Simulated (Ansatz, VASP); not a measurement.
# C in two plane-wave programs

One calculation is typed for both programs; each brings its own data sets. How far apart do they land? The structure shown is the end of the Ansatz relaxation below.

Program: Ansatz 0.2.0. Level of theory: plane waves, with VASP 6.6.1 beside it; single point at PBEsol. Results are calculated unless marked as measured.

## Step 1: Set-up

The structure is cubic, space group Fd-3m (No. 227). Conventional cell: a = 3.554 Å, b = 3.554 Å, c = 3.554 Å, α = 90.00°, β = 90.00°, γ = 90.00°. C has 4 C at 1.54 Å nearest.

## Step 2: Ansatz: relaxation, PBEsol

Ansatz runs on its PAW soft_1 files.

This run makes the geometry at which the two programs are then compared.

Contents of input.yaml:

```yaml
crystal:
  lattice:
    - [2.512866, 0.0, 0.0]
    - [-1.256433, 2.1762057923, 0.0]
    - [0.0, 0.0, 6.15524]
  atoms:
    - { symbol: C, position: [0.0, 0.0, 0.5] }
    - { symbol: C, position: [0.0, 0.0, 0.75] }
    - { symbol: C, position: [0.3333333, 0.6666667, 0.8333333] }
    - { symbol: C, position: [0.3333333, 0.6666667, 0.0833333] }
    - { symbol: C, position: [0.6666667, 0.3333333, 0.1666667] }
    - { symbol: C, position: [0.6666667, 0.3333333, 0.4166667] }
kpoints:
  mp_grid: { grid: [13, 13, 5] }
scf:
  occupations: { method: fermi_dirac, width: 0.02 }
hamiltonian:
  xc: pbesol
  pseudopotentials: { kind: paw, azcp: { folder: soft_1 }, xc_functional: pbe }
basis:
  ecutwfc: 600
output:
  forces: true
  stress: true
relax:
  f_tol: 0.005
  max_steps: 70
  cell: { stress_tol: 0.02, p_target: 0, fix: [a, b, alpha, beta, gamma] }
```

On the command line:

```console
> ansatz run input.yaml --threads 8 --pin off --max-ram 18432MiB --backend cpu --events-out ev --progress --plain --runs-dir out
```

Numbers of over 12 decimals in the logs are rounded to 6 here.

The log of the run:

```text
Engine: ansatz 0.2.0, aarch64-unknown-linux-gnu
Pseudopotentials: kind: paw
Pseudopotential: C, paw, valence charge 4, recommended cutoff 420 eV (normal), soft_1/C.paw.azcp
Functional definition: PBEsol
  exchange = pbesol_x
  correlation = pbesol_c
Crystal: 6 atoms, lattice volume = 33.660 Å³
Basis set: ecut = 600 eV, 1057 PW (Γ), exchange–correlation on 48×48×100 points (8 copies of the dense FFT grid, shifted against one another)
Bands: 18, of which v1, the nominal top of the filled ones, is band 12 counted from 1 (11 counted from 0)
Symmetry: 36 space group operations
Space group: Fd-3m (ITA 227), of the structure as read, at distance tolerance 3.2e-5 Å
k-points: 91 of 845
Non-local potential: C, projectors of the file, l = 0: 2, l = 1: 2, l = 2: 1
PAW form: soft (Blöchl's): semilocal exchange-correlation on the pseudo side does not see the compensation charge
PAW frozen core: C, regenerated for the run's functional, and the local potential with it (the file was generated under x = pbe(κ = 0.804, μ = 0.219515), c = pbe(β = 0.066725))
PAW one-centre angular grid: C, 110 points (default); XC on 64 Gauss nodes
Initial density: superposition of atomic densities (chi_scale 0.1, normalization cell)
Initial wavefunctions: pseudopotential atomic-orbital guess
Functional: x = pbesol(κ = 0.804, μ = 0.123457), c = pbesol(β = 0.046)
SCF iter   1: F=—  HF=-1481.772688 eV  |F-HF|=—  |Δ(HF+E_count)|=         —  Δρ=1.39e-1  dr2=4.51e0  ethr=3.10e-3  ⟨swp⟩=5.3  Hψ=7774  notcnv=0
preconditioner: auto → none  [insulator: Δε(μ)=4.821 eV  Ē_g=17.353 eV  σ=0.020 eV  W_gap=1.00  n_scr=4 (ndim 8)  ℏωp=31.4 eV  f_vac=0.000  D(μ)=0.00/eV (n_scr^D=0)  ε∞_Penn≈4.3]
SCF iter   2: F=—  HF=-1480.230534 eV  |F-HF|=—  |Δ(HF+E_count)|=    1.54e0  Δρ=5.63e-2  dr2=6.74e-1  ethr=3.10e-3  ⟨swp⟩=2.8  Hψ=3988  notcnv=0  defer=134
SCF iter   3: F=—  HF=-1480.023719 eV  |F-HF|=—  |Δ(HF+E_count)|=   2.07e-1  Δρ=4.66e-3  dr2=2.36e-3  ethr=2.81e-3  ⟨swp⟩=2.6  Hψ=2903  notcnv=0  defer=134
SCF iter   4: F=—  HF=-1480.024685 eV  |F-HF|=—  |Δ(HF+E_count)|=   9.66e-4  Δρ=2.48e-4  dr2=6.28e-6  ethr=9.82e-6  ⟨swp⟩=2.6  Hψ=2946  notcnv=0  defer=134
SCF iter   5: F=—  HF=-1480.024690 eV  |F-HF|=—  |Δ(HF+E_count)|=   5.53e-6  Δρ=2.21e-5  dr2=4.49e-8  ethr=2.62e-8  ⟨swp⟩=2.2  Hψ=2592  notcnv=0  defer=133
SCF iter   6: F=-1480.024690 eV  HF=-1480.024690 eV  |F-HF|=9.64e-11  |Δ(HF+E_count)|=   9.50e-8  Δρ=1.06e-6  dr2=2.55e-10  ethr=1.87e-10  ⟨swp⟩=2.5  Hψ=5245  notcnv=0
SCF 1 converged in 6 iterations: F = -1480.024690 eV  dr2 = 2.55e-10
  greatest PAW one-centre occupation: 0.646 electrons in one spin orbital (limit 2), on the C atom at site 5 (counted from 0), in its partial waves of l = 0
relax step   1: F+E_penalty+E_count = -1480.02469018 eV  Δ(F+E_penalty+E_count) = +0.000e0 eV  max|allowed force component| = 2.287e-5 eV/Å  Δτ_max = 0.0000 Å  P = +0.000 GPa  Ω = 33.660 Å³  fix = [a, b, alpha, beta, gamma]  reactions: a +0.001, b +0.001 GPa  (6 SCF iters, dr2 threshold 1.00e-7 eV, accepted)
Initial density: handed on by an earlier stage of this run
Initial wavefunctions: pseudopotential atomic-orbital guess (no wavefunctions were taken with the density)
iter 1 solved again at ethr=1.24e-8 eV; its pass at ethr=3.10e-3 eV (dr2=2.98e-6 eV) is discarded
SCF iter   1: F=—  HF=-1480.024690 eV  |F-HF|=—  |Δ(HF+E_count)|=         —  Δρ=1.01e-6  dr2=2.09e-10  ethr=1.24e-8  ⟨swp⟩=4.0  Hψ=13131  notcnv=0
preconditioner: auto → none  [insulator: Δε(μ)=4.060 eV  Ē_g=17.158 eV  σ=0.020 eV  W_gap=1.00  n_scr=4 (ndim 8)  ℏωp=31.4 eV  f_vac=0.000  D(μ)=0.00/eV (n_scr^D=0)  ε∞_Penn≈4.3]
SCF iter   2: F=—  HF=-1480.024690 eV  |F-HF|=—  |Δ(HF+E_count)|=   5.72e-7  Δρ=4.76e-7  dr2=5.63e-11  ethr=1.00e-12  ⟨swp⟩=3.2  Hψ=3296  notcnv=0
iter 3 did not close the SCF: its close was put off for the readings that it lacked (scf_convergence_deferred on its scf_iter line)
SCF iter   3: F=-1480.024690 eV  HF=-1480.024690 eV  |F-HF|=2.27e-13  |Δ(HF+E_count)|=  5.91e-12  Δρ=1.06e-7  dr2=1.78e-12  ethr=1.00e-12  ⟨swp⟩=2.0  Hψ=2465  notcnv=0
iter 4 did not close the SCF: its close was put off for the readings that it lacked (scf_convergence_deferred on its scf_iter line)
SCF iter   4: F=-1480.024690 eV  HF=-1480.024690 eV  |F-HF|=4.55e-13  |Δ(HF+E_count)|=    0.00e0  Δρ=4.00e-8  dr2=2.05e-13  ethr=1.00e-12  ⟨swp⟩=1.0  Hψ=1638  notcnv=0
iter 5 did not close the SCF: its close was put off for the readings that it lacked (scf_convergence_deferred on its scf_iter line)
SCF iter   5: F=-1480.024690 eV  HF=-1480.024690 eV  |F-HF|=4.55e-13  |Δ(HF+E_count)|=    0.00e0  Δρ=5.87e-9  dr2=8.28e-15  ethr=1.00e-12  ⟨swp⟩=1.0  Hψ=1638  notcnv=0
iter 6 did not close the SCF: its close was put off for the readings that it lacked (scf_convergence_deferred on its scf_iter line)
SCF iter   6: F=-1480.024690 eV  HF=-1480.024690 eV  |F-HF|=2.27e-13  |Δ(HF+E_count)|=  2.27e-13  Δρ=1.26e-9  dr2=3.22e-16  ethr=1.00e-12  ⟨swp⟩=1.0  Hψ=1638  notcnv=0
SCF iter   7: F=-1480.024690 eV  HF=-1480.024690 eV  |F-HF|=2.27e-13  |Δ(HF+E_count)|=    0.00e0  Δρ=2.64e-10  dr2=1.78e-17  ethr=1.00e-12  ⟨swp⟩=1.9  Hψ=3987  notcnv=0
SCF 2 converged in 7 iterations: F = -1480.024690 eV  dr2 = 1.78e-17
relax step   2: F+E_penalty+E_count = -1480.02469018 eV  Δ(F+E_penalty+E_count) = -3.729e-11 eV  max|allowed force component| = 1.327e-5 eV/Å  Δτ_max = 0.0000 Å  P = +0.000 GPa  Ω = 33.660 Å³  fix = [a, b, alpha, beta, gamma]  reactions: a +0.001, b +0.001 GPa  stress off target by 2.72e-4 GPa on what of the cell is left free  SCF on the basis re-selected at this cell (its energy is not comparable with the rows above)  (7 SCF iters)
basis re-selected at this cell: Δ(F+E_penalty+E_count) = -3.729e-11 eV, ΔP = +0.000 GPa vs the last step (what re-selecting the basis moved, of the pressure what is left beyond the Pulay correction that the steps carried, after the strain that the cell walked since its last selection, with what the two solves' SCF thresholds leave and, on support functions, any second-order correction that the steps lacked; it is no  [...]
SCF converged after 7 iterations
Free energy (F): -1480.024690 eV
Harris-Foulkes:  -1480.024690 eV  (|F-HF|=2.27e-13)
Internal energy: -1480.024690 eV  (E = F + TS)
E sigma→0 (E₀):  -1480.024690 eV
Fermi energy:    15.541206 eV
--- Per-component energies (eV) ---
  E_band       = 106.674922
  E_kinetic    = 539.726629
  E_local      = -326.540636  (includes V_loc(G=0)·N_el)
  E_nonlocal   = 138.118817
  E_hartree    = 77.561253
  E_xc         = -284.805040
  E_vxc        = -352.850441  (∫ρ·V_xc dr)
  E_paw        = -576.506438  (= ΣΔE_a)
  E_vpaw       = -46.901976  (= ΣTr[D̂ρ^β])
  E_aug_tail   = 0.000026  (compensation charges beyond the density's cutoff)
  E_ewald      = -1047.705903
  E_core_change = 0.126603  (= ΣΔE_core)
  E_smearing   = -0.000000  (= −TS)
  E_closure    = -0.000000  (closes the sum)
  Σ components = -1480.024690   (vs F -1480.024690, Δ=0.00e0)
--- Forces (eV/Å), atoms counted from 1 ---
  atom   1  C      0.00000000     0.00000000     0.00001327
  atom   2  C     -0.00000000    -0.00000000    -0.00001327
  atom   3  C     -0.00000000     0.00000000     0.00001327
  atom   4  C      0.00000000    -0.00000000    -0.00001327
  atom   5  C      0.00000000     0.00000000     0.00001327
  atom   6  C     -0.00000000    -0.00000000    -0.00001327
  max |Σ_I F_I| component: 1.11e-16 eV/Å
--- Stress (GPa, compression-positive) ---
        0.000644       0.000000       0.000000
       -0.000000       0.000644      -0.000000
       -0.000000      -0.000000      -0.000272
  P = ⅓ Tr σ = 0.0003 GPa (0.003 kbar)
--- Relaxed structure (1 steps of the walk, 1 accepted, 1 SCFs on fresh bases) ---
  F+E_penalty+E_count = -1480.02469018 eV   max|allowed force component| = 1.327e-5 eV/Å   (the final SCF, on the basis selected at the relaxed cell)
  cell:  # Å, volume = 33.6600 Å³
    - [2.512866, 0.0, 0.0]
    - [-1.256433, 2.176206, 0.0]
    - [0.0, 0.0, 6.15524]
  atoms:
    - { symbol: C, position: [0.0, 0.0, 0.5] }
    - { symbol: C, position: [0.0, 0.0, 0.75] }
    - { symbol: C, position: [0.333333, 0.666667, 0.833333] }
    - { symbol: C, position: [0.333333, 0.666667, 0.083333] }
    - { symbol: C, position: [0.666667, 0.333333, 0.166667] }
    - { symbol: C, position: [0.666667, 0.333333, 0.416667] }
```

Reading the cycles: dr2 is the Hartree energy of the density residual (eV), the measure of convergence; HF is the Harris–Foulkes estimate of the energy, which meets the free energy F at convergence.

## Step 3: VASP: single point, PBEsol, pair 1

The same cell, functional, mesh and smearing now go to VASP, with its own data sets.

Lines of VASP's logs that name or quote its potential files are left out, and so is its time.

Contents of INCAR:

```
SYSTEM = C
PREC = Accurate
ENCUT = 600
EDIFF = 1E-06
NELM = 120
ISMEAR = -1
SIGMA = 0.02
LREAL = .FALSE.
ALGO = Normal
GGA = PS
NBANDS = 18
LORBIT = 11
LWAVE = .FALSE.
LCHARG = .FALSE.
ISIF = 2
LASPH = .TRUE.
GGA_COMPAT = .FALSE.
EFERMI = MIDGAP
KPAR = 2
```

Contents of POSCAR:

```
C
1.0
    2.5128660000      0.0000000000      0.0000000000
   -1.2564330000      2.1762057923      0.0000000000
    0.0000000000      0.0000000000      6.1552400000
C
6
Direct
    0.0000000000      0.0000000000      0.5000000000
    0.0000000000      0.0000000000      0.7500000000
    0.3333333333      0.6666666667      0.8333333333
    0.3333333333      0.6666666667      0.0833333333
    0.6666666667      0.3333333333      0.1666666667
    0.6666666667      0.3333333333      0.4166666667
```

Contents of KPOINTS:

```
Automatic mesh
0
Gamma
13 13 5
0 0 0
```

Potentials, in the order of the species: C (PBE family, release 64).

On the command line:

```console
> mpirun -np 2 vasp_std
```

The log of the run:

```text
[banner, memory and clock lines left out]
running    2 mpi-ranks, on    1 nodes
 distrk:  each k-point on    1 cores,    2 groups
 distr:  one band on    1 cores,    1 groups

 POSCAR found type information on POSCAR C
 POSCAR found :  1 types and       6 ions
|                                                                             |
|               ----> ADVICE to this user running VASP <----                  |
|                                                                             |
|     You enforced a specific xc type in the INCAR file but a different       |
|     [... a line on the potential file left out ...]
|     I HOPE YOU KNOW WHAT YOU ARE DOING!                                     |
|                                                                             |

 LDA part: xc-table for (Slater+PW92), standard interpolation
 POSCAR, INCAR and KPOINTS ok, starting setup
 FFT: planning ... GRIDC
 FFT: planning ... GRID_SOFT
 FFT: planning ... GRID
 WAVECAR not read
 entering main loop
       N       E                     dE             d eps       ncg     rms          rms(c)
DAV:   1     0.625146807878E+02    0.62515E+02   -0.14715E+04  3276   0.146E+03
DAV:   2    -0.561583984851E+02   -0.11867E+03   -0.11465E+03  4172   0.253E+02
DAV:   3    -0.597894950479E+02   -0.36311E+01   -0.36165E+01  4516   0.434E+01
DAV:   4    -0.598131536904E+02   -0.23659E-01   -0.23635E-01  4648   0.362E+00
DAV:   5    -0.598134148230E+02   -0.26113E-03   -0.26106E-03  4506   0.340E-01    0.977E+00
DAV:   6    -0.582913757219E+02    0.15220E+01   -0.10287E+00  3728   0.650E+00    0.576E+00
DAV:   7    -0.577626181357E+02    0.52876E+00   -0.12280E+00  4008   0.725E+00    0.114E+00
DAV:   8    -0.577626556837E+02   -0.37548E-04   -0.23566E-02  4362   0.107E+00    0.424E-02
DAV:   9    -0.577627096577E+02   -0.53974E-04   -0.16459E-04  4580   0.978E-02    0.258E-02
DAV:  10    -0.577627351585E+02   -0.25501E-04   -0.16660E-05  4126   0.362E-02    0.622E-03
DAV:  11    -0.577627345741E+02    0.58444E-06   -0.23048E-07  3750   0.323E-03
   1 F= -.57762735E+02 E0= -.57762735E+02  d E =0.000000E+00
```

OUTCAR, selected parts (step 3):

```text
ion  position               nearest neighbor table
   1  0.000  0.000  0.500-   6 1.54   6 1.54   6 1.54   2 1.54
   2  0.000  0.000  0.750-   3 1.54   3 1.54   3 1.54   1 1.54
   3  0.333  0.667  0.833-   2 1.54   2 1.54   2 1.54   4 1.54
   4  0.333  0.667  0.083-   5 1.54   5 1.54   5 1.54   3 1.54
   5  0.667  0.333  0.167-   4 1.54   4 1.54   4 1.54   6 1.54
   6  0.667  0.333  0.417-   1 1.54   1 1.54   1 1.54   5 1.54

  LATTYP: Found a hexagonal cell.
 ALAT       =     2.5128660000
 C/A-ratio  =     2.4494899449

 Subroutine GETGRP returns: Found 12 space group operations
 (whereof  6 operations were pure point group operations)

The static configuration has the point symmetry C_3v.
 The point group associated with its full space group is D_3d.

 Found     91 irreducible k-points:

   k-points           NKPTS =     91   k-points in BZ     NKDIM =     91   number of bands    NBANDS=     18

   dimension x,y,z NGX =    20 NGY =   20 NGZ =   50
   dimension x,y,z NGXF=    40 NGYF=   40 NGZF=  100

   ENCUT  =  600.0 eV  44.10 Ry    6.64 a.u.   5.02  5.02 12.29*2*pi/ulx,y,z

   NELECT =      24.0000    total number of electrons

 k-points in reciprocal lattice and weights: Automatic mesh
   0.00000000  0.00000000  0.00000000       0.001
   0.07692308  0.00000000  0.00000000       0.007
   0.15384615 -0.00000000  0.00000000       0.007
   0.23076923  0.00000000  0.00000000       0.007
   0.30769231 -0.00000000  0.00000000       0.007
   0.38461538  0.00000000  0.00000000       0.007
   0.46153846  0.00000000  0.00000000       0.007
   0.07692308  0.07692308  0.00000000       0.007
   0.15384615  0.07692308  0.00000000       0.014
[...]
0.38461538  0.23076923  0.40000000       0.014
   0.30769231  0.30769231  0.40000000       0.014

 average (electrostatic) potential at core
       1 -45.3281       2 -45.3281       3 -45.3281       4 -45.3281       5 -45.3281
       6 -45.3281

 E-fermi :  11.8928

 k-point     1 :       0.0000    0.0000    0.0000
  band No.  band energies     occupation
    ...
      8       7.5127      2.00000
      9       7.5127      2.00000
     10       9.8672      2.00000
     11       9.8672      2.00000
     12       9.8672      2.00000
     13      15.4368      0.00000
     14      15.4368      0.00000
     15      15.4368      0.00000
     16      18.1345      0.00000
     17      18.1347      0.00000
    ...

 k-point     2 :       0.0769    0.0000    0.0000
  band No.  band energies     occupation
    ...
      8       7.3211      2.00000
      9       7.7282      2.00000
     10       8.9718      2.00000
     11       9.4510      2.00000
     12       9.6892      2.00000
     13      15.5595      0.00000
     14      15.9536      0.00000
     15      16.0569      0.00000
     16      17.4190      0.00000
     17      18.0474      0.00000
    ...

 k-point     3 :       0.1538   -0.0000    0.0000
  band No.  band energies     occupation
    ...
      8       6.0912      2.00000
      9       7.0296      2.00000
     10       7.4633      2.00000
     11       8.5530      2.00000
     12       9.1941      2.00000
     13      15.8803      0.00000
     14      16.4668      0.00000
     15      17.1077      0.00000
     16      17.2250      0.00000
     17      18.3135      0.00000
    ...

  Total        0.0989889      0.0989889      0.0983476      0.0000000     -0.0000000      0.0000000
  in kB        4.7117564      4.7117564      4.6812320      0.0000000     -0.0000000      0.0000000
  external PRESSURE =       4.7015816 kB  Pullay stress =       0.0000000 kB

  energy-cutoff  :      600.00
  volume of cell :       33.66
      direct lattice vectors                 reciprocal lattice vectors
     2.512866000  0.000000000  0.000000000     0.397951980  0.229757683  0.000000000
    -1.256433000  2.176205792  0.000000000     0.000000000  0.459515365  0.000000000
     0.000000000  0.000000000  6.155240000     0.000000000  0.000000000  0.162463202

 POSITION                                       TOTAL-FORCE (eV/Angst)
 -----------------------------------------------------------------------------------
      0.00000      0.00000      3.07762        -0.000000      0.000000      0.000051
      0.00000      0.00000      4.61643         0.000000     -0.000000     -0.000051
     -0.00000      1.45080      5.12937        -0.000000      0.000000      0.000051
     -0.00000      1.45080      0.51294        -0.000000     -0.000000     -0.000051
      1.25643      0.72540      1.02587        -0.000000      0.000000      0.000051
      1.25643      0.72540      2.56468         0.000000     -0.000000     -0.000051
 -----------------------------------------------------------------------------------
    total drift:                                0.000000     -0.000000     -0.000000

  FREE ENERGIE OF THE ION-ELECTRON SYSTEM (eV)
  ---------------------------------------------------
  free  energy   TOTEN  =       -57.7627345741 eV

  energy  without entropy=      -57.7627345741  energy(sigma->0) =      -57.76273457

 total charge
# of ion       s       p       d       tot
------------------------------------------
    1        0.824   1.755   0.000   2.579
    2        0.824   1.755   0.000   2.579
    3        0.824   1.755   0.000   2.579
    4        0.824   1.755   0.000   2.579
    5        0.824   1.755   0.000   2.579
    6        0.824   1.755   0.000   2.579
--------------------------------------------------
tot          4.943  10.529   0.000  15.472

[... 3 further parts left out ...]
```

The gap is read on the k-mesh alone, so it is an upper bound where the band edges lie off the mesh. The PAW data sets were made with PBE, which is usual practice but a small mismatch for other functionals.

## Step 4: Side by side

Known differences besides the potentials themselves: Ansatz makes its cores anew for this functional, VASP keeps those of its PBE data sets; Ansatz's pressure holds a Pulay correction, VASP's none. Total energies have different zeros and are not compared.

Both answers:

```csv
quantity,Ansatz,VASP,difference
pressure (GPa),0.00,0.47,-0.47
gap on the k mesh (eV),4.060,4.051,+0.009
```

A gap on the mesh is an upper bound, since the band edges may lie between its points.

## Step 5: Ansatz: relaxation, PBEsol

This run makes the geometry at which the two programs are then compared. The cell compared in this pair holds 32.40 Å³, against 33.66 Å³ for the pair before.

The structure compared here is the end of the Ansatz relaxation.

input.yaml: that of step 2 with these lines changed.

```diff
@@ -2,5 +2,5 @@
   lattice:
-    - [2.512866, 0.0, 0.0]
-    - [-1.256433, 2.1762057923, 0.0]
-    - [0.0, 0.0, 6.15524]
+    - [2.46260868, 0.0, 0.0]
+    - [-1.23130434, 2.1326816765, 0.0]
+    - [0.0, 0.0, 6.22910288]
   atoms:
@@ -24,2 +24,6 @@
   stress: true
+  write_density: true
+  write_potential: true
+  elf: true
+  volumetric_format: npy
 relax:
```

On the command line:

```console
> ansatz run input.yaml --threads 8 --pin off --max-ram 18432MiB --backend cpu --events-out ev --progress --plain --runs-dir out
```

The log of the run:

```text
[...]
Crystal: 6 atoms, lattice volume = 32.715 Å³
Basis set: ecut = 600 eV, 1069 PW (Γ), exchange–correlation on 40×40×100 points (8 copies of the dense FFT grid, shifted against one another)
Bands: 18, of which v1, the nominal top of the filled ones, is band 12 counted from 1 (11 counted from 0)
Symmetry: 36 space group operations
[...]
k-points: 91 of 845
[...]
cell:  # Å, volume = 32.4023 Å³
    - [2.462609, 0, 0]
    - [-1.231304, 2.132682, 0]
    - [0, 0, 6.169572]
  atoms:
    - { symbol: C, position: [0, 0, 0.500263] }
    - { symbol: C, position: [0, 0, 0.749737] }
    - { symbol: C, position: [0.333333, 0.666667, 0.833596] }
    - { symbol: C, position: [0.333333, 0.666667, 0.083070] }
    - { symbol: C, position: [0.666667, 0.333333, 0.166930] }
    - { symbol: C, position: [0.666667, 0.333333, 0.416404] }
[key lines of the parts left out:]
SCF converged after 8 iterations
Free energy (F): -1479.912182 eV
Fermi energy:    16.291903 eV
P = ⅓ Tr σ = 18.6168 GPa (186.168 kbar)
```

(Part 1 of 2 ends here.)

[Lines on the potential files, build, host, timing and source positions are cut from VASP's logs without a mark.]

[Logs are printed without paths, hosts, clocks, repeated set-up lines and the standing remarks that a program may print on its own settings, such as how far it seeks lower states.]

[Hosts, paths, dates, database ids (printed as entryN), source tags and the programs' standing remarks are cut or masked in the printed files.]
